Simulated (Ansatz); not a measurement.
**CaS (Oldhamite): structure and electronic properties**

One table from this session's results is given with a row withheld; the runs are named, their logs left out.

The COD entry's cell or inner coordinates are ideal or old and differ from later refinements, so a difference from it is no clean test against experiment.

Program: Ansatz 0.2.0. Level of theory: DFT r2SCAN, scalar-relativistic, plane waves, PAW. These are calculated values, not measurements.

## The structure to begin with

Symmetry: Fm-3m, No. 225, cubic system. The conventional cell has a = 5.686 Å, b = 5.686 Å, c = 5.686 Å, α = 90.00°, β = 90.00°, γ = 90.00°. Ca (site symmetry m-3m) is surrounded by 6 S at 2.84 Å. S (site symmetry m-3m) has 6 Ca at 2.84 Å as nearest neighbours.

Structure file:

```xyz
2
Lattice="0.0000 2.8430 2.8430 2.8430 0.0000 2.8430 2.8430 2.8430 0.0000" Properties=species:S:1:pos:R:3 pbc="T T T"
Ca    0.0000    0.0000    0.0000
S     2.8430    2.8430    2.8430
```

The structure comes from the Crystallography Open Database.

Set-up of the first run:

(A quick probe on a coarse mesh, which set the mesh and smearing, is not shown.)

File input.yaml:

```yaml
crystal:
  lattice:
    - [0.0, 2.843, 2.843]
    - [2.843, 0.0, 2.843]
    - [2.843, 2.843, 0.0]
  atoms:
    - { symbol: Ca, position: [0.0, 0.0, 0.0] }
    - { symbol: S, position: [0.5, 0.5, 0.5] }
basis:
  ecutwfc: 500
kpoints:
  mp_grid: { grid: [8, 8, 8] }
hamiltonian:
  xc: r2scan
scf:
  occupations: { method: gaussian, width: 0.02 }
output:
  forces: true
  stress: true
  eigenvalues: true
relax:
  adjacent_minimum: "off"
  f_tol: 0.005
  max_steps: 80
  cell: { stress_tol: 0.05 }
```

Run with:

```bash
$ ansatz run input.yaml --threads 1 --pin off --max-ram 2560MiB --backend cpu --events-out ev --progress --plain --runs-dir out
```

Among the steps run: Full relaxation; Electronic structure at the relaxed geometry; Seeking the band edges over the whole zone; Eigenvalues a small step from each edge; The cell scaled to 0.97 of its volume; Point at V/V0 = 1.03; Point at V/V0 = 0.94; Volume × 1.06.

One of the session's tables, all rows but one given; the rest of the session is left out.

It belongs to the step «Fit of the equation of state». 

```
volume (Å³/atom)  energy above the lowest point (meV/atom)  pressure (GPa)  gap on the mesh (eV)
          21.712                                      17.7            4.31                  2.65
          22.405                                       4.2            1.99                  2.73
          23.098                                       0.0            0.00                  2.80
          23.791                                         ?               ?                     ?
          24.484                                      14.4           -3.17                  2.92
```

**Question.** Estimate the row for volume (Å³/atom) = 23.791.

Worked estimate for «energy above the lowest point (meV/atom)». A straight line through the neighbours (23.098, 0.0) and (24.484, 14.4) gives 0.0 + (14.4 − 0.0) × (23.791 − 23.098) / (24.484 − 23.098) = 7.2; a parabola fitted to 3 rows on both sides gives 3.4.

As computed: energy above the lowest point (meV/atom): 3.8; pressure (GPa): -1.71; gap on the mesh (eV): 2.87. In «energy above the lowest point (meV/atom)» the line misses by +3.4 and the parabola by -0.4.
